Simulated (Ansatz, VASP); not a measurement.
Given: the input of a run of Ansatz 0.2.0 on InSe.

File input.yaml:

```yaml
crystal:
  lattice:
    - [2.0, 1.1547005384, 8.44]
    - [-2.0, 1.1547005384, 8.44]
    - [0.0, -2.3094010768, 8.44]
  atoms:
    - { symbol: In, position: [0.902633, 0.883756, 0.881538] }
    - { symbol: In, position: [-0.018726, -0.00296, 0.01686] }
    - { symbol: Se, position: [0.159676, 0.170798, 0.18013] }
    - { symbol: Se, position: [0.386672, 0.372498, 0.386896] }
hamiltonian:
  xc: pbesol
  pseudopotentials: { kind: paw }
kpoints:
  mp_grid: { grid: [8, 8, 8] }
scf:
  occupations: { method: fermi_dirac, width: 0.05 }
output:
  forces: true
  stress: true
  eigenvalues: true
```

Potentials or basis: Ansatz PAW.

Launch:

```console
$ ansatz run input.yaml --threads 1 --pin off --max-ram 3584MiB --backend cpu --events-out ev --progress --plain --runs-dir out
```

Question: Translate it to VASP 6.6.1. Potentials there: VASP PAW PBE potentials, release 64 (In_d, Se).

Answer: As run (the cutoff follows the program's own potentials):

File INCAR:

```
PREC = Accurate ; ENCUT = 520
EDIFF = 1E-7 ; ISMEAR = -1
SIGMA = 0.05 ; LREAL = False
LASPH = True ; NELM = 80
ALGO = Normal ; ISIF = 2
LWAVE = False ; LCHARG = False
GGA = PS ; NBANDS = 27
```

The input KPOINTS:

```
Automatic mesh
0
Gamma
  8 8 8
```

The input POSCAR:

```
InSe
1.0
    2.0000000000      1.1547005384      8.4400000000
   -2.0000000000      1.1547005384      8.4400000000
    0.0000000000     -2.3094010768      8.4400000000
In Se
2 2
Direct
    0.9026330000      0.8837560000      0.8815380000
   -0.0187260000     -0.0029600000      0.0168600000
    0.1596760000      0.1707980000      0.1801300000
    0.3866720000      0.3724980000      0.3868960000
```

Potentials or basis: VASP PAW PBE potentials, release 64 (In_d, Se).

Command:

```sh
$ cat potpaw_PBE.64/In_d/POTCAR potpaw_PBE.64/Se/POTCAR > POTCAR
$ mpirun -np 1 vasp_std > vasp.out
```

Both were run:

|  | VASP | Ansatz | Ansatz less VASP |
| --- | --- | --- | --- |
| gap on the k mesh at the Fermi level (eV) | 0.43 | 0.44 | +0.012 |
| least direct gap on the mesh (eV) | 0.43 | 0.44 | +0.012 |
| pressure (GPa) | 0.0 | 0.0 | -0.06 |
| largest component of the traceless stress (GPa) | 1.00 | 0.99 | -0.006 |
| rms of the force components (eV/Å) | 0.249 | 0.250 | +0.0014 |

Atom by atom the forces differ by 0.011 eV/Å (rms over components). The two sets of potentials don't hold the same shells in valence.

Caveats: spin-orbit coupling is left out, which moves the levels of the heavy elements; the PAW data sets were made with another functional, which shifts forces and pressure a little (VASP); the PAW data sets come from PBE, with cores solved anew for the run's functional, which leaves a small shift of forces and pressure (Ansatz). A k mesh can miss the band edges.
